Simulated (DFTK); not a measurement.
# GaN (P6_3mc) in DFTK: further runs

Aim: see how the results for GaN move with the level of theory and the settings. Levels: r2SCAN, SCAN. Tasks: single point.

Everything below comes from runs of DFTK 0.8.2. Logs are shortened: lines on timing, memory, paths and dates and some standing lists are left out, and cuts for length are marked.

**Measured values to compare with.**

“Studying electronic properties in GaN without electrical contacts using γ-γ vs e−-γ Perturbed Angular Correlations”, 2019, pmc:6823545 quotes, for a bulk crystal of GaN: band gap 3.503 ± 0.005 eV (direct).

The runs below are set against these values where they give the same quantity.

## 1. The crystal as given

Symmetry: P6_3mc, No. 186, hexagonal system. The conventional cell has a = 3.180 Å, b = 3.180 Å, c = 5.166 Å, α = 90.00°, β = 90.00°, γ = 120.00°. Around Ga (site symmetry 3m) lie 4 N at 1.94 to 1.95 Å. N (site symmetry 3m) is surrounded by 4 Ga at 1.94 to 1.95 Å.

## 2. Single point, r2SCAN

run.jl

```julia
using DFTK
using PseudoPotentialData
using Unitful, UnitfulAtomic
using LinearAlgebra, Printf
include("save.jl")
disable_threading()

# lattice vectors are the columns
lattice = austrip(1u"Å") * [          3.18          -1.59            0.0;
                      0.0    2.753960784            0.0;
                      0.0            0.0          5.166]
symbols   = [:Ga, :Ga, :N, :N]
positions = [[0.6666666667, 0.3333333333, 0.5],
             [0.3333333333, 0.6666666667, 0.0],
             [0.6666666667, 0.3333333333, 0.875],
             [0.3333333333, 0.6666666667, 0.375]]
pseudopotentials = Dict(:Ga => "Ga.upf", :N => "N.upf")
elements = Dict(s => ElementPsp(s, pseudopotentials; rcut=10.0) for s in unique(symbols))
atoms    = [elements[s] for s in symbols]

build_model(lattice, positions; symmetries=true) =
    model_DFT(lattice, atoms, positions;
              functionals=r2SCAN(),
              temperature=austrip(0.05u"eV"),
              smearing=Smearing.FermiDirac(),
              symmetries)
Ecut  = 45.0  # hartree
kgrid = [9, 9, 4]
tol   = 1e-6
to_GPa = ustrip(uconvert(u"GPa", 1u"hartree/bohr^3"))

model = build_model(lattice, positions)
basis = PlaneWaveBasis(model; Ecut, kgrid)
display(basis)
scfres = self_consistent_field(basis;
                               tol,
                               nbandsalg=AdaptiveBands(model; n_bands_converge=23))
display(scfres.energies)
@printf "Fermi level: %.6f eV\n" ustrip(auconvert(u"eV", something(scfres.εF, NaN)))
forces = compute_forces_cart(scfres)
println("Forces (eV/Å)")
for (s, f) in zip(symbols, forces)
    @printf "%-3s %12.6f %12.6f %12.6f\n" s ustrip.(auconvert.(u"eV/Å", f))...
end
stress = compute_stresses_cart(scfres)
println("Stress (GPa)")
display(round.(stress * to_GPa; digits=4))
println("Levels at the first k-point (eV): ", round.(ustrip.(auconvert.(u"eV", scfres.eigenvalues[1][1:scfres.n_bands_converge])); digits=4))
save_scf!(scfres; forces, stress)
```

Potentials or basis: SG15 1.2 (PBE).

Launch:

```sh
$ julia --threads=1 run.jl  # save.jl only writes the numbers to a file and isn't shown; printed stress counts tension as positive; times include loading and compiling
```

What it wrote:

```text
PlaneWaveBasis discretization:

    Ecut                 : 45.0 Ha
    fft_size             : (40, 40, 64), 102400 total points
    kgrid                : MonkhorstPack([9, 9, 4])
    num.   red. kpoints  : 324
    num. irred. kpoints  : 48

    Discretized Model(mgga_x_r2scan+mgga_c_r2scan, 3D):
        lattice (in Bohr)    : [6.00933   , -3.00466  , 0         ]
                               [0         , 5.20423   , 0         ]
                               [0         , 0         , 9.76233   ]
        unit cell volume     : 305.31 Bohr³

        atoms                : Ga₂N₂
        atom potentials      : ElementPsp(:Ga, "Ga.upf")
                               ElementPsp(:Ga, "Ga.upf")
                               ElementPsp(:N, "N.upf")
                               ElementPsp(:N, "N.upf")

        num. electrons       : 36
        spin polarization    : none
        temperature          : 0.0018375 Ha
        smearing             : DFTK.Smearing.FermiDirac()

        terms                : Kinetic()
                               AtomicLocal()
                               AtomicNonlocal()
                               Ewald(nothing)
                               PspCorrection()
                               Hartree()
                               Xc(mgga_x_r2scan, mgga_c_r2scan)
                               Entropy()
n     Energy            log10(ΔE)   log10(Δρ)   log10(Δτ)   Diag   Δtime
---   ---------------   ---------   ---------   ---------   ----   ------
  1   -149.8535508902                   -0.41        1.41    4.4    72.2s
  2   -150.0691067969       -0.67       -1.19        0.10    3.0    50.9s
  3   -150.0716786079       -2.59       -1.66       -1.04    2.2    39.4s
  4   -150.0717549058       -4.12       -2.45       -1.76    1.0    35.1s
  5   -150.0717619334       -5.15       -2.74       -2.24    3.1    40.1s
  6   -150.0717643763       -5.61       -3.41       -2.43    2.0    33.1s
  7   -150.0717645583       -6.74       -3.89       -3.36    2.3    47.4s
  8   -150.0717645682       -8.00       -4.62       -3.73    2.0    40.5s
  9   -150.0717645691       -9.07       -4.82       -3.92    2.9    42.1s
 10   -150.0717645692       -9.99       -5.16       -4.93    1.1    36.6s
 11   -150.0717645692      -10.41       -5.79       -4.61    2.2    45.3s
 12   -150.0717645692      -11.70       -6.68       -5.69    2.1    34.8s
Energy breakdown (in Ha):
    Kinetic             135.1844984
    AtomicLocal         -109.5899841
    AtomicNonlocal      -86.7179495
    Ewald               -117.0034742
    PspCorrection       8.0016577
    Hartree             42.1206132
    Xc                  -22.0671260
    Entropy             -0.0000000

    total               -150.071764569209
Fermi level: 5.639585 eV
Forces (eV/Å)
Ga     -0.000001    -0.000001    -0.119982
Ga      0.000000    -0.000002    -0.119982
N      -0.000000    -0.000000     0.125437
N       0.000000    -0.000000     0.125437
Stress (GPa)
3×3 StaticArraysCore.SMatrix{3, 3, Float64, 9} with indices SOneTo(3)×SOneTo(3):
 1.2447   0.0      0.0
 0.0      1.2447  -0.0
 0.0     -0.0     -1.3851
Levels at the first k-point (eV): [-12.4881, -11.3149, -8.8765, -8.8519, -8.8519, -8.7755, -8.7755, -8.5447, -8.5447, -8.4355, -8.4355, -7.4808, -2.815, 3.44, 3.44, 4.5126, 4.5797, 4.5797, 6.6995, 9.1528, 14.5731, 14.9566, 14.9566]
```

Run time: 15 min. Hardware: 1 thread of Intel Xeon Platinum 8375C at 2.90GHz (Ice Lake), shared host; peak memory 2.5 GiB.

Results:

```
Free energy            : -4083.6608 eV
Pressure               : -0.4 GPa
Largest force          : 0.125 eV/Å
Band gap on the k mesh : 2.12 eV, direct
```

Forces in eV/Å, atoms in the order of the input:
```
Ga   0.000  0.000 -0.120
Ga   0.000  0.000 -0.120
N    0.000  0.000  0.125
N    0.000  0.000  0.125
```

Stress tensor (GPa, compression positive):
```
-1.24  0.00  0.00
 0.00 -1.24  0.00
 0.00  0.00  1.39
```

Caveat: the potentials were made for another functional, which shifts forces and pressure.

## 3. Single point, SCAN

run.jl: that of step 2 with these lines changed.

```diff
@@ -22,3 +22,3 @@
     model_DFT(lattice, atoms, positions;
-              functionals=r2SCAN(),
+              functionals=SCAN(),
               temperature=austrip(0.05u"eV"),
```

Potentials or basis: SG15 1.2 (PBE).

Launch:

```sh
$ julia --threads=1 run.jl  # save.jl only writes the numbers to a file and isn't shown; printed stress counts tension as positive; times include loading and compiling
```

What it wrote:

```text
PlaneWaveBasis discretization:

    Ecut                 : 45.0 Ha
    fft_size             : (40, 40, 64), 102400 total points
    kgrid                : MonkhorstPack([9, 9, 4])
    num.   red. kpoints  : 324
    num. irred. kpoints  : 48

    Discretized Model(mgga_x_scan+mgga_c_scan, 3D):
        lattice (in Bohr)    : [6.00933   , -3.00466  , 0         ]
                               [0         , 5.20423   , 0         ]
                               [0         , 0         , 9.76233   ]
        unit cell volume     : 305.31 Bohr³

        atoms                : Ga₂N₂
        atom potentials      : ElementPsp(:Ga, "Ga.upf")
                               ElementPsp(:Ga, "Ga.upf")
                               ElementPsp(:N, "N.upf")
                               ElementPsp(:N, "N.upf")

        num. electrons       : 36
        spin polarization    : none
        temperature          : 0.0018375 Ha
        smearing             : DFTK.Smearing.FermiDirac()

        terms                : Kinetic()
                               AtomicLocal()
                               AtomicNonlocal()
                               Ewald(nothing)
                               PspCorrection()
                               Hartree()
                               Xc(mgga_x_scan, mgga_c_scan)
                               Entropy()
n     Energy            log10(ΔE)   log10(Δρ)   log10(Δτ)   Diag   Δtime
---   ---------------   ---------   ---------   ---------   ----   ------
  1   -150.0382776192                   -0.41        1.41    4.4    66.4s
  2   -150.2521205070       -0.67       -1.11        0.10    3.0    53.3s
  3   -150.2565735162       -2.35       -1.67       -0.98    2.8    45.2s
  4   -150.2566421508       -4.16       -2.32       -2.00    1.0    29.2s
  5   -150.2566541870       -4.92       -2.88       -2.04    2.5    41.5s
  6   -150.2566561323       -5.71       -3.41       -2.49    2.3    40.8s
  7   -150.2566562103       -7.11       -4.12       -3.33    2.8    41.7s
  8   -150.2566562191       -8.06       -4.46       -3.45    3.0    38.9s
  9   -150.2566562196       -9.32       -5.04       -4.42    1.6    32.4s
 10   -150.2566562196      -10.16       -5.12       -4.19    2.9    40.8s
 11   -150.2566562196      -10.70       -5.62       -5.05    1.0    32.0s
 12   -150.2566562196      -11.36       -5.73       -4.74    2.0    38.3s
 13   -150.2566562196      -11.90       -6.06       -5.71    1.0    26.0s
Energy breakdown (in Ha):
    Kinetic             134.9962672
    AtomicLocal         -109.4797373
    AtomicNonlocal      -86.5756615
    Ewald               -117.0034742
    PspCorrection       8.0016577
    Hartree             42.0293045
    Xc                  -22.2250126
    Entropy             -0.0000000

    total               -150.256656219647
Fermi level: 5.604743 eV
Forces (eV/Å)
Ga     -0.000001    -0.000001    -0.144631
Ga      0.000000    -0.000002    -0.144631
N      -0.000000    -0.000000     0.150834
N       0.000000    -0.000000     0.150834
Stress (GPa)
3×3 StaticArraysCore.SMatrix{3, 3, Float64, 9} with indices SOneTo(3)×SOneTo(3):
 1.6226  0.0      0.0
 0.0     1.6226   0.0
 0.0     0.0     -0.0221
Levels at the first k-point (eV): [-12.5364, -11.3026, -8.6105, -8.6105, -8.6004, -8.5324, -8.5324, -8.3079, -8.3079, -8.1952, -8.1952, -7.2582, -2.8342, 3.4434, 3.4434, 4.5278, 4.5904, 4.5904, 6.6191, 9.0857, 14.5252, 14.8673, 14.8673]
```

Wall time 15 min (1 thread of Intel Xeon Platinum 8375C at 2.90GHz (Ice Lake), shared host); peak memory 2.5 GiB.

What came out:

```
Free energy            : -4088.6919 eV
Pressure               : -1.1 GPa
Largest force          : 0.151 eV/Å
Band gap on the k mesh : 2.03 eV, direct
```

Forces in eV/Å, atoms in the order of the input:
```
Ga   0.000  0.000 -0.145
Ga   0.000  0.000 -0.145
N    0.000  0.000  0.151
N    0.000  0.000  0.151
```

Levels at points of the mesh, in eV from the valence-band top:
```tsv
k point	band 16	band 17	band 18	band 19	band 20	band 21
(0.00, 0.00, 0.00)	-0.06	0.00	0.00	2.03	4.50	9.93
(0.00, 0.00, -0.50)	-0.59	-0.59	-0.59	4.49	4.49	9.05
```

Caveat: the potentials were made for another functional, which shifts forces and pressure.

## 4. For comparison

An earlier run on the cell as given: functional PBEsol; potentials or basis dojo.nc.sr.pbesol.v0_4_1.standard.upf (PBEsol); cutoff 1143 eV; k mesh 10 × 10 × 5; occupations fermi-dirac, width 0.05 eV; no spin polarisation.

- Pressure: 1.2 GPa
- Largest force: 0.133 eV/Å
- Band gap on the k mesh: 1.95 eV, direct

## 5. Summary

| level | potentials or basis | k mesh | cutoff (eV) | gap on the mesh (eV) | pressure (GPa) | largest force (eV/Å) |
| --- | --- | --- | --- | --- | --- | --- |
| r2SCAN | SG15 1.2 (PBE) | 9 × 9 × 4 | 1225 | 2.12 | -0.4 | 0.13 |
| SCAN | SG15 1.2 (PBE) | 9 × 9 × 4 | 1225 | 2.03 | -1.1 | 0.15 |
| PBEsol | dojo.nc.sr.pbesol.v0_4_1.standard.upf (PBEsol) | 10 × 10 × 5 | 1143 | 1.95 | 1.2 | 0.13 |

Alike in all rows: task single point; no spin polarisation; cell as given; smearing fermi-dirac 0.05 eV.

Caveats: the potentials were made for another functional, which shifts forces and pressure (some runs).

Total energies depend on the potentials used, so only differences within one code and one set of settings carry meaning.

## 6. Comparison with measurements

Step 2. A measured gap of GaN is 3.503 eV (direct; quoted in “Studying electronic properties in GaN without electrical contacts using γ-γ vs e−-γ Perturbed Angular Correlations”, 2019, pmc:6823545); the calculated 2.12 eV misses it by -1.38 eV. Spin-orbit coupling on Ga is left out. The value is that of r2SCAN, without temperature or zero-point motion.

Step 3. Against the measured gap of GaN, 3.503 eV (direct; quoted in “Studying electronic properties in GaN without electrical contacts using γ-γ vs e−-γ Perturbed Angular Correlations”, 2019, pmc:6823545), the calculated 2.03 eV is off by -1.47 eV. Spin-orbit coupling on Ga is left out. The value is that of SCAN, without temperature or zero-point motion.
